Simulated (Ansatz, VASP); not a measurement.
**MgI2 in VASP and in Ansatz**

```xyz
3
Lattice="4.1927 0.0000 0.0000 -2.0963 3.6310 0.0000 0.0000 0.0000 6.9620" Properties=species:S:1:pos:R:3 pbc="T T T"
Mg    0.0000    0.0000    0.0000
I     0.0000    2.4206    5.3161
I     2.0963    1.2103    1.6459
```

Change from the starting cell: biaxial strain in the a-b plane, c and atoms relaxed: +1.5 %.

Alike in both runs: functional PBEsol; k mesh 6 × 6 × 4; occupations gaussian, width 0.02 eV; no spin polarisation.

Ansatz relaxed the structure, and its values are those at the end. VASP's run is a single point on that final structure, the one shown.

```csv
,VASP,Ansatz
version,VASP 6.6.1,Ansatz 0.2.0
potentials or method,"VASP PAW PBE potentials, release 64 (Mg, I)","scalar-relativistic, plane waves, PAW"
plane-wave cutoff (eV),520,420
valence electrons in the cell,16,44
```

Ansatz gave:

```
gap on the k mesh at the Fermi level (eV) : 3.48
least direct gap on the mesh (eV)         : 3.54
pressure (GPa)                            : -0.5
```

Problem. What did VASP give for the same quantities?

Solution. gap on the k mesh at the Fermi level (eV): 3.47; least direct gap on the mesh (eV): 3.53; pressure (GPa): -0.5.

The two sets of potentials don't hold the same shells in valence.

Caveats: the PAW data sets were made with another functional, which shifts forces and pressure a little (VASP); spin-orbit coupling is left out, which moves the levels of the heavy elements; this functional lacks dispersion, which binds the layers, so the pressure and a relaxed spacing across them are unreliable. A k mesh can miss the band edges.
